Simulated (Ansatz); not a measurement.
**A computed series for ZnSiP2: response to strain**

The reference is ZnSiP2 in the chalcopyrite structure (space group I-42d, No. 122; a = 5.3531 Å, c = 10.4452 Å).

Strains are applied to the cell and any free atomic positions relax.

The values are results of Ansatz (a program for electronic structure), PBEsol, PAW, cutoff 420 eV, no SOC, not measurements.

Notes on the quantities. energy relative to the base: free energy F; pressure: mean of the normal stresses, compression positive.

| case | hole mass | band gap | energy relative to the base | pressure |
|---|---|---|---|---|
| base | 0.16 mₑ along c, 0.37 mₑ across (at Γ) | 1.16 eV | 0 meV/atom | 0.00 GPa |
| isotropic strain −3.00 % | 0.20 mₑ along c, 0.33 mₑ across (at Γ) | 0.93 eV | +49 meV/atom | 10.36 GPa |
| isotropic strain −2.25 % | 0.19 mₑ along c, 0.34 mₑ across (at Γ) | 0.99 eV | +27 meV/atom | 7.36 GPa |
| isotropic strain −1.50 % | 0.18 mₑ along c, 0.35 mₑ across (at Γ) | 1.05 eV | +12 meV/atom | 4.65 GPa |
| isotropic strain −0.75 % | 0.17 mₑ along c, 0.36 mₑ across (at Γ) | 1.11 eV | +2.8 meV/atom | 2.20 GPa |

Effective masses come from finite differences of ±0.01 Å⁻¹. Whether these cells are dynamically stable was not tested.
